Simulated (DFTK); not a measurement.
# KCl (Pm-3m) in DFTK: runs at scaled volumes

Single points of KCl at other volumes, in PBEsol.

Everything below comes from runs of DFTK 0.8.2. Logs are shortened: lines on timing, memory, paths and dates and some standing lists are left out, and cuts for length are marked.

## 1. The structure

Symmetry: Pm-3m, No. 221, cubic system. Conventional cell: a = 3.839 Å, b = 3.839 Å, c = 3.839 Å, α = 90.00°, β = 90.00°, γ = 90.00°. K (site symmetry m-3m) is surrounded by 8 Cl at 3.32 Å. Cl (site symmetry m-3m) has 8 K at 3.32 Å as nearest neighbours.

Measurements of this composition are mostly on another form, of space group No. 225.

## 2. Single point, PBEsol, 26.60 Å³/atom (volume scaled by 0.94)

run.jl

```julia
using DFTK
using PseudoPotentialData
using Unitful, UnitfulAtomic
using LinearAlgebra, Printf
include("save.jl")
disable_threading()

# lattice vectors are the columns
lattice = austrip(1u"Å") * [      3.839196            0.0            0.0;
                      0.0       3.839196            0.0;
                      0.0            0.0       3.839196]
symbols   = [:K, :Cl]
positions = [[0.0, 0.0, 0.0],
             [0.5, 0.5, 0.5]]
pseudopotentials = PseudoFamily("dojo.nc.sr.pbesol.v0_4_1.standard.upf")
elements = Dict(s => ElementPsp(s, pseudopotentials) for s in unique(symbols))
atoms    = [elements[s] for s in symbols]

build_model(lattice, positions; symmetries=true) =
    model_DFT(lattice, atoms, positions;
              functionals=PBEsol(),
              temperature=austrip(0.05u"eV"),
              smearing=Smearing.FermiDirac(),
              symmetries)
Ecut  = 37.0  # hartree
kgrid = [7, 7, 7]
tol   = 1e-6
to_GPa = ustrip(uconvert(u"GPa", 1u"hartree/bohr^3"))

results["points"] = []
for scale in [0.94, 0.96, 0.98, 1.0, 1.02, 1.04, 1.06]
    println("\n=== scale = ", scale)
    model = build_model(cbrt(scale) * lattice, positions)
    basis = PlaneWaveBasis(model; Ecut, kgrid)
    t0 = time()
    scfres = self_consistent_field(basis;
                                   tol,
                                   nbandsalg=AdaptiveBands(model; n_bands_converge=13))
    seconds = time() - t0
    @printf "SCF: %d iterations, %.1f s\n" scfres.n_iter seconds
    forces = compute_forces_cart(scfres)
    stress = compute_stresses_cart(scfres)
    @printf "V = %.5f Å^3  F = %.8f Ha  max force = %.5f eV/Å  p = %.4f GPa\n" ustrip(auconvert(u"Å^3", model.unit_cell_volume)) scfres.energies.total ustrip(auconvert(u"eV/Å", maximum(norm, forces))) (-tr(stress) / 3 * to_GPa)
    push!(results["points"], save_scf!(scfres; forces, stress, d=Dict{String,Any}("seconds" => seconds, "n_matvec" => get(scfres, :n_matvec, 0))))
end

# third-order Birch-Murnaghan fit in x = V^(-2/3)
V = [0.94, 0.96, 0.98, 1.0, 1.02, 1.04, 1.06] * abs(det(lattice))
E = [p["total"] for p in results["points"]]
x = V .^ (-2 / 3)
c = [x .^ 0 x x .^ 2 x .^ 3] \ E
Δ = c[3]^2 - 3c[2] * c[4]
if Δ > 0
    x0 = (-c[3] + sqrt(Δ)) / 3c[4]
    B0 = 4 / 9 * x0^(7 / 2) * (2c[3] + 6c[4] * x0)
    @printf "V0 = %.4f Å^3  B0 = %.2f GPa\n" ustrip(auconvert(u"Å^3", x0^(-3 / 2))) B0 * to_GPa
end
```

Potentials or basis: dojo.nc.sr.pbesol.v0_4_1.standard.upf (PBEsol).

Started as:

```console
> julia --threads=1 run.jl  # one pass of the loop, scale = 0.94; save.jl only writes the numbers to a file and isn't shown; printed stress counts tension as positive; times include loading and compiling
```

The log of the run:

```text
=== scale = 0.94
n     Energy            log10(ΔE)   log10(Δρ)   Diag   Δtime
---   ---------------   ---------   ---------   ----   ------
  1   -46.48217575531                   -1.13    5.0    18.4s
  2   -46.49393560943       -1.93       -1.46    3.4    15.1s
  3   -46.49477258621       -3.08       -1.89    3.5    12.7s
  4   -46.49489132817       -3.93       -2.44    3.2    12.1s
  5   -46.49490341603       -4.92       -3.36    3.1    11.3s
  6   -46.49490389186       -6.32       -3.99    4.8    16.9s
  7   -46.49490390183       -8.00       -4.87    3.0    15.1s
  8   -46.49490390212       -9.52       -5.51    4.2    16.3s
  9   -46.49490390213      -10.99       -5.99    3.5    12.3s
 10   -46.49490390213      -12.22       -6.52    3.1    11.2s
SCF: 10 iterations, 143.1 s
V = 53.19229 Å^3  F = -46.49490390 Ha  max force = 0.00000 eV/Å  p = -0.4009 GPa
```

Wall time 2.4 min (1 thread of Intel Xeon at 2.50GHz (Skylake/Cascade Lake), shared host).

What came out:

* Free energy: -1265.1908 eV
* Pressure: -0.4 GPa
* Band gap on the k mesh: 4.90 eV, indirect (least direct gap 5.10 eV)

Caveat: an odd mesh through Γ misses points on the zone boundary, where band edges often lie.

## 3. Single point, PBEsol, 27.16 Å³/atom (volume scaled by 0.96)

run.jl is that of step 2.

Potentials or basis: dojo.nc.sr.pbesol.v0_4_1.standard.upf (PBEsol).

Started as:

```console
> julia --threads=1 run.jl  # one pass of the loop, scale = 0.96; save.jl only writes the numbers to a file and isn't shown; printed stress counts tension as positive; times include loading and compiling
```

It took 2.3 min on 1 thread of Intel Xeon at 2.50GHz (Skylake/Cascade Lake), shared host.

The run converged. Its results:

* Free energy: -1265.1865 eV
* Pressure: -0.8 GPa
* Band gap on the k mesh: 4.81 eV, indirect (least direct gap 5.00 eV)

Caveat: an odd mesh through Γ misses points on the zone boundary, where band edges often lie.

## 4. Single point, PBEsol, 27.73 Å³/atom (volume scaled by 0.98)

run.jl is that of step 3.

Started as:

```console
> julia --threads=1 run.jl  # one pass of the loop, scale = 0.98; save.jl only writes the numbers to a file and isn't shown; printed stress counts tension as positive; times include loading and compiling
```

It took 2.4 min on 1 thread of Intel Xeon at 2.50GHz (Skylake/Cascade Lake), shared host.

It converged, with:

| Quantity | Value |
| --- | --- |
| Free energy | -1265.1797 eV |
| Pressure | -1.1 GPa |
| Band gap on the k mesh | 4.73 eV, indirect (least direct gap 4.91 eV) |

Caveat: an odd mesh through Γ misses points on the zone boundary, where band edges often lie.

## 5. Single point, PBEsol, 28.29 Å³/atom

run.jl is that of step 4.

Started as:

```console
> julia --threads=1 run.jl  # one pass of the loop, scale = 1.0; save.jl only writes the numbers to a file and isn't shown; printed stress counts tension as positive; times include loading and compiling
```

It took 2.4 min on 1 thread of Intel Xeon at 2.50GHz (Skylake/Cascade Lake), shared host.

The run converged. Its results:

| Item | Value |
| --- | --- |
| Free energy | -1265.1705 eV |
| Pressure | -1.5 GPa |
| Band gap on the k mesh | 4.64 eV, indirect (least direct gap 4.83 eV) |

Caveat: an odd mesh through Γ misses points on the zone boundary, where band edges often lie.

## 6. Single point, PBEsol, 28.86 Å³/atom (volume scaled by 1.02)

run.jl is that of step 5.

Potentials or basis: dojo.nc.sr.pbesol.v0_4_1.standard.upf (PBEsol).

Started as:

```console
> julia --threads=1 run.jl  # one pass of the loop, scale = 1.02; save.jl only writes the numbers to a file and isn't shown; printed stress counts tension as positive; times include loading and compiling
```

Wall time 2.6 min (1 thread of Intel Xeon at 2.50GHz (Skylake/Cascade Lake), shared host).

The run converged. Its results:

| Item | Value |
| --- | --- |
| Free energy | -1265.1592 eV |
| Pressure | -1.7 GPa |
| Band gap on the k mesh | 4.57 eV, indirect (least direct gap 4.75 eV) |

Caveat: an odd mesh through Γ misses points on the zone boundary, where band edges often lie.
